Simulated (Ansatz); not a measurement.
input.yaml (Ansatz 0.2.0):

```yaml
crystal:
  lattice:
    - [3.8534346508, 0.0, 0.0]
    - [-1.9267173254, 3.3371722994, 0.0]
    - [0.0, 0.0, 7.0985889488]
  atoms:
    - { symbol: Ti, position: [0.0, 0.0, 0.0] }
    - { symbol: Te, position: [0.3333333333, 0.6666666667, 0.2408147611] }
    - { symbol: Te, position: [0.6666666667, 0.3333333333, 0.7591852389] }
basis:
  ecutwfc: 500
  ecutrho_ratio: 4
kpoints:
  mp_grid: { grid: [10, 10, 6] }
hamiltonian:
  xc: r2scan
scf:
  occupations: { method: gaussian, width: 0.05 }
output:
  forces: true
  stress: true
  eigenvalues: true
relax:
  f_tol: 0.01
  max_steps: 40
  cell: { stress_tol: 0.1, fix: [volume] }
```

Launched as:
```sh
ansatz run input.yaml --threads 4 --pin off --max-ram 7168MiB --backend cpu --events-out ev --progress --plain --runs-dir out
```

The start was a prototype's sites filled with these elements; the Crystallography Open Database holds the compound in this structure.

Output, machine lines left out:

```
Pseudopotentials: kind: paw
Pseudopotential: Ti, paw, valence charge 12, recommended cutoff 500 eV (meta_gga), Ti.paw.azcp
Pseudopotential: Te, paw, valence charge 16, recommended cutoff 500 eV (meta_gga), Te.paw.azcp
Crystal: 3 atoms, lattice volume = 91.285 Å³
Basis set: ecut = 500 eV, 2311 PW (Γ), exchange–correlation on 120×120×216 points (64 copies of the dense FFT grid, shifted against one another)
Bands: 27, of which v1, the nominal top of the filled ones, is band 22 counted from 1 (21 counted from 0)
Symmetry: 12 space group operations
Space group: P-3m1 (ITA 164), of the structure as read, at distance tolerance 4.5e-5 Å
k-points: 72 of 600
Initial density: superposition of atomic densities (neutral atoms: chi_scale 0, normalization atom), corrected by the library's trained network
Initial wavefunctions: pseudopotential atomic-orbital guess
Functional: x = r2scan, c = r2scan; τ floored in thin density (d = 2e-4 eV/Å³)
```

SCF trace (energy estimate counted from the last row; the run made several SCF loops, for ionic steps, more bands or searches for a lower state, numbered loop.iteration):
```tsv
iteration	ΔE (eV)	density residual (eV)
1.1	-0.045	9.79e-1
1.2	-0.657	8.91e0
1.3	2.7e-03	9.35e-2
1.4	0.010	1.23e-2
1.5	0.011	1.70e-3
1.6	0.011	5.16e-5
1.7	0.011	1.10e-5
1.8	0.011	3.39e-7
1.9	0.011	3.09e-8
2.1	0.116	3.57e-2
2.2	0.009	1.09e-1
2.3	0.021	3.71e-3
2.4	0.021	3.46e-4
…	…	…
5.2	0.000	7.98e-8
5.3	0.000	2.05e-8
5.4	0.000	1.96e-9
5.5	0.000	9.00e-11
```

```
SCF converged after 5 iterations
Free energy (F): -16496.503522 eV
E sigma→0 (E₀):  -16496.502547 eV
Entropy (-TS):   -0.001951 eV (-0.650 meV/atom)
Fermi energy:    8.320482 eV
--- Per-component energies (eV) ---
  E_band       = -786.512634
  E_kinetic    = 631.427224
  E_local      = -4213.374019  (includes V_loc(G=0)·N_el)
  E_nonlocal   = -613.085991
  E_hartree    = 2352.416056
  E_xc         = -323.331326
  E_vxc        = -355.893453  (∫ρ·V_xc dr)
  E_paw        = -10429.697384  (= ΣΔE_a)
  E_vpaw       = -963.089440  (= ΣTr[D̂ρ^β])
  E_aug_tail   = 0.000010  (compensation charges beyond the density's cutoff)
  E_vtau       = 22.670659  (kinetic-family band-sum trace: ∫τ·v_τ [+ j·A + Jᵃ·Aᵃ] dr)
  E_ewald      = -3901.172394
  E_core_change = 0.316254  (= ΣΔE_core)
  E_smearing   = -0.001951  (= −TS)
--- Forces (eV/Å), atoms counted from 1 ---
  atom   1  Ti     0.00000000     0.00000000     0.00000000
  atom   2  Te     0.00000000     0.00000000     0.00896616
  atom   3  Te     0.00000000     0.00000000    -0.00896616
--- Stress (GPa, compression-positive) ---
       -0.630136       0.000000       0.000000
        0.000000      -0.630136       0.000000
        0.000000       0.000000      -0.525445
  P = ⅓ Tr σ = -0.5952 GPa (-5.952 kbar)
--- Band table (eV; the first three rows and the last of 72) ---
  k-point 0: bands = ["-51.8362", "-28.9654", "-28.9654", "-28.9572", "-28.9572", "-28.9222", "-28.9222", "-28.9216", "-28.9216", "-28.9035", "-28.9024", "-27.0042", "-27.0042", "-26.9808", "-4.2385", "-3.0903", "3.5339", "6.3993", "6.3993", "7.9474", "8.6898", "8.6898", "8.8560", "9.1723", "9.1723", "11.5668", "11.5668"]
  k-point 1: bands = ["-51.8362", "-28.9655", "-28.9655", "-28.9571", "-28.9571", "-28.9222", "-28.9222", "-28.9215", "-28.9215", "-28.9034", "-28.9024", "-27.0042", "-27.0042", "-26.9808", "-4.2088", "-3.1421", "3.7044", "6.4033", "6.4033", "7.4612", "8.6893", "8.6893", "9.0529", "9.1516", "9.1516", "11.5978", "11.5978"]
  k-point 2: bands = ["-51.8362", "-28.9655", "-28.9655", "-28.9571", "-28.9571", "-28.9223", "-28.9223", "-28.9214", "-28.9214", "-28.9033", "-28.9026", "-27.0042", "-27.0042", "-26.9809", "-4.1404", "-3.2536", "4.1346", "6.4113", "6.4113", "6.6426", "8.6884", "8.6884", "9.1111", "9.1111", "9.2303", "11.6594", "11.6594"]
  k-point 71: bands = ["-51.8337", "-28.9636", "-28.9549", "-28.9538", "-28.9525", "-28.9278", "-28.9262", "-28.9235", "-28.9223", "-28.8979", "-28.8976", "-27.0388", "-27.0292", "-26.9563", "-2.4060", "-2.3744", "4.1166", "4.3697", "4.8041", "5.4755", "6.3058", "6.3264", "9.2878", "9.4183", "9.5653", "10.6858", "11.1637"]
--- Relaxed structure (4 steps of the walk, 3 accepted, 1 SCFs on fresh bases) ---
  F+E_penalty+E_count = -16496.50352216 eV   max|allowed force component| = 8.966e-3 eV/Å   (the final SCF, on the basis selected at the relaxed cell)
  cell:  # Å, volume = 91.2848 Å³
    - [3.82654, 0.00000, 0.00000]
    - [-1.91327, 3.31388, 0.00000]
    - [0.00000, 0.00000, 7.19873]
  atoms:
    - { symbol: Ti, position: [0.00000, 0.00000, 0.00000] }
    - { symbol: Te, position: [0.33333, 0.66667, 0.23490] }
    - { symbol: Te, position: [0.66667, 0.33333, 0.76510] }
```

In short (r²SCAN): energy lowered by 3.6 meV/atom, pressure -0.6 GPa, gap on the mesh zero (metallic).

Run time: 31 s on 4 threads of Arm Neoverse V2, on a shared host, peak memory 0.74 GiB.

Absolute energies hang on the potentials; compare differences alone.

Spin–orbit coupling, which matters for such heavy elements, is left out. The structure is layered, and this functional has no dispersion term, so the layers' spacing is poorly fixed, often too long, and so is what hangs on it.
